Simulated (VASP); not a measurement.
# Settings for AgCl: density of states

AgCl, Fm-3m (no. 225), 2 atoms in the cell. RPBE; PAW potentials Ag, Cl (PBE set). VASP 6.6.1.

Wanted: density of states by 0.5 eV bins within 8 %; centre of the states within 12 eV below the valence top within 0.03 eV.

What the run is for: density of states; Accuracy asked: standard; k mesh of the density: 7 × 7 × 7.

POSCAR:
```
AgCl
1.0
    0.0000000000      2.7350000000      2.7350000000
    2.7350000000      0.0000000000      2.7350000000
    2.7350000000      2.7350000000      0.0000000000
Ag Cl
1 1
Direct
    0.0000000000      0.0000000000      0.0000000000
    0.5000000000      0.5000000000      0.5000000000
```

The series start from Plane-wave cutoff (eV): 300; k-point mesh: 12 × 12 × 12; Energy points (NEDOS): 2001; Occupations for the DOS: ISMEAR=-5; Electronic threshold (eV): 1e-6; Precision mode (PREC): Accurate. Each series keeps the choices made before it, and each single choice may use up half of a tolerance. Times cover all steps of a run.

## Plane-wave cutoff (eV)

| Plane-wave cutoff (eV) | Density of states by 0.5 eV bins, largest deviation against the largest value | Centre of the states within 12 eV below the valence top (eV) | Time (s) |
|---|---|---|---|
| 210 | 12 % | -2.733 | 11 |
| 260 | 0.76 % | -2.708 | 13 |
| 300 | 0.58 % | -2.707 | 15 |
| 340 | 0.63 % | -2.704 | 17 |
| 420 | 0.084 % | -2.704 | 25 |
| 520 (reference) | 0 % | -2.704 | 42 |

Chosen: 260, the loosest value from which every tighter one stays within half of the tolerance.

## k-point mesh

| k-point mesh | Density of states by 0.5 eV bins, largest deviation against the largest value | Centre of the states within 12 eV below the valence top (eV) | Time (s) |
|---|---|---|---|
| 5 × 5 × 5 | 18 % | -2.556 | 7.9 |
| 6 × 6 × 6 | 5 % | -2.705 | 8.5 |
| 8 × 8 × 8 | 2.5 % | -2.708 | 11 |
| 10 × 10 × 10 | 1.5 % | -2.707 | 12 |
| 12 × 12 × 12 | 1.6 % | -2.708 | 13 |
| 14 × 14 × 14 | 1.4 % | -2.705 | 16 |
| 17 × 17 × 17 | 1.7 % | -2.694 | 20 |
| 20 × 20 × 20 (reference) | 0 % | -2.705 | 25 |

Chosen: 8 × 8 × 8.

## Energy points (NEDOS)

| Energy points (NEDOS) | Density of states by 0.5 eV bins, largest deviation against the largest value | Centre of the states within 12 eV below the valence top (eV) | Time (s) |
|---|---|---|---|
| 301 | 30 % | -2.624 | 7.3 |
| 501 | 5.8 % | -2.727 | 7.5 |
| 1001 | 1.5 % | -2.710 | 9.1 |
| 2001 | 0.88 % | -2.708 | 11 |
| 4001 (reference) | 0 % | -2.707 | 8.5 |

Chosen: 1001.

## Occupations for the DOS

| Occupations for the DOS | Density of states by 0.5 eV bins, largest deviation against the largest value | Centre of the states within 12 eV below the valence top (eV) | Time (s) |
|---|---|---|---|
| ISMEAR=-5 | 0 % | -2.710 | 9.1 |
| ISMEAR=-4 | 0 % | -2.710 | 7.5 |
| ISMEAR=0 SIGMA=0.05 | 8.5 % | -2.700 | 9.4 |
| ISMEAR=0 SIGMA=0.1 | 6.3 % | -2.703 | 8.5 |
| ISMEAR=-15 SIGMA=0.025 | 0 % | -2.710 | 9.6 |

Chosen: ISMEAR=-5; no other choice that stays within half of the tolerance saves 30 % of the time.

## Electronic threshold (eV)

| Electronic threshold (eV) | Density of states by 0.5 eV bins, largest deviation against the largest value | Centre of the states within 12 eV below the valence top (eV) | Time (s) |
|---|---|---|---|
| 0.001 | 2.9 % | -2.705 | 9.3 |
| 0.0001 | 1.8 % | -2.710 | 9.1 |
| 1e-5 | 0.0026 % | -2.710 | 10 |
| 1e-6 (reference) | 0 % | -2.710 | 9.1 |

Chosen: 0.001.

## Precision mode (PREC)

| Precision mode (PREC) | Density of states by 0.5 eV bins, largest deviation against the largest value | Centre of the states within 12 eV below the valence top (eV) | Time (s) |
|---|---|---|---|
| Normal | 0.072 % | -2.704 | 3.8 |
| Accurate (reference) | 0 % | -2.705 | 9.3 |

Chosen: Normal.

## All choices together

| Input | Density of states by 0.5 eV bins, largest deviation against the largest value | Centre of the states within 12 eV below the valence top (eV) | Time (s) |
|---|---|---|---|
| defaults for smearing, thresholds and mesh (naive) | 11 % | -2.702 | 6.4 |
| chosen settings | 2.2 % | -2.704 | 3.8 |
| reference settings throughout | 0 % | -2.704 | 101 |

The tolerance is met.

## The input

INCAR.step1:
```
ALGO = Normal
EDIFF = 0.001
EFERMI = MIDGAP
ENCUT = 260
GGA = RP
GGA_COMPAT = F
ISMEAR = 0
LASPH = T
LCHARG = T
LMAXMIX = 4
LREAL = F
LWAVE = F
NBANDS = 25
NELM = 120
PREC = Normal
SIGMA = 0.03
```

INCAR.step2, as INCAR.step1 but for:
```
- ISMEAR = 0
- LCHARG = T
- SIGMA = 0.03
+ EMAX = 12.98
+ EMIN = -12.02
+ ICHARG = 11
+ ISMEAR = -5
+ LCHARG = F
+ LORBIT = 11
+ NEDOS = 1001
```

KPOINTS.step1:
```
k-points
0
Gamma
  7 7 7
```

KPOINTS.step2:
```
Automatic mesh
0
Gamma
  8 8 8
  0 0 0
```

Commands (each step's output is kept before the next begins):
```
cat potpaw_PBE.64/Ag/POTCAR potpaw_PBE.64/Cl/POTCAR > POTCAR
cp INCAR.step1 INCAR
cp KPOINTS.step1 KPOINTS
mpirun -np 1 vasp_std > vasp.out
cp INCAR.step2 INCAR
cp KPOINTS.step2 KPOINTS
mpirun -np 1 vasp_std > vasp.out
```

The chosen input took VASP 6.6.1 3.8 s on 1 core (Intel Xeon 6975P-C (Granite Rapids)), a shared host.

## An input that fails: tetrahedra on too few k points

VASP's message: IBZKPT: tetrahedron method fails for NKPT<4. NKPT = 1.

k mesh: 12 × 12 × 12 becomes 1 × 1 × 1.

Changes against the starting input:
```
(step 2)
- NELM = 120
+ NELM = 79
```
